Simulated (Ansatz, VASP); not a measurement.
One calculation of TiO2, 7 ways

The starting cell:

```
CELL_PARAMETERS angstrom
-1.89210 1.89210 4.75730
1.89210 -1.89210 4.75730
1.89210 1.89210 -4.75730
ATOMIC_POSITIONS crystal
Ti 0.75000 0.25000 0.50000
Ti 0.00000 0.00000 0.00000
O 0.79190 0.79190 0.00000
O 0.54190 0.04190 0.50000
O 0.95810 0.45810 0.50000
O 0.20810 0.20810 0.00000
```

Alike in all runs: task relaxation of cell and atoms; functional PBE; k mesh 10 × 10 × 10; occupations fermi-dirac, width 0.05 eV; no spin polarisation; no spin-orbit coupling.

```csv
program and potentials,plane-wave cutoff (eV),notes,equilibrium volume (Å³/atom)
"Ansatz, PseudoDojo standard (PBE files)",1143,-,11.64
"VASP, PBE PAW files O, Ti_sv, 600 eV",600,-,11.69
"Ansatz, PseudoDojo stringent (PBE files)",1252,-,11.65
"Ansatz, Ansatz NC",1240,-,11.66
"Ansatz, JTH PAW",1380,-,11.69
"Ansatz, Ansatz PAW (files of its older set among them)",930,-,11.67
"Ansatz, SPMS NC",1034,-,11.66
```

The equilibrium volume spans 11.64 (Ansatz, PseudoDojo standard (PBE files)) to 11.69 Å³/atom (VASP, PBE PAW files O, Ti_sv, 600 eV). Relaxations stop with a little pressure left, so the last digit of a volume isn't settled.

Differences between rows come from potentials, basis sets and numerical settings, since the functional is the same but for its coding. Runs on potential files found faulty are left out.

The starting cell is that of anatase, and all seven runs expand it to nearly the same volume, between 11.64 and 11.69 Å³/atom. The spread among potentials is much smaller than the expansion itself, so the expansion belongs to the functional rather than to any one set of potentials. Since the starting cell lies close to the measured one, this is the familiar overestimate of PBE, whose gradient correction tends to underbind and so lengthens the polar-covalent Ti–O bonds formed by O 2p and formally empty Ti 3d states. The open anatase framework, with its edge-sharing octahedra, can probably take up part of the expansion by changes in bond angle as well as in bond length.

The PAW volumes all lie above the norm-conserving ones, but the two groups almost touch, too closely to establish a systematic effect of the potential type. Nor does the volume follow the cutoff across the rows. Close agreement on this one polymorph doesn't show that the potentials would agree equally well on the small energy difference between anatase and rutile.
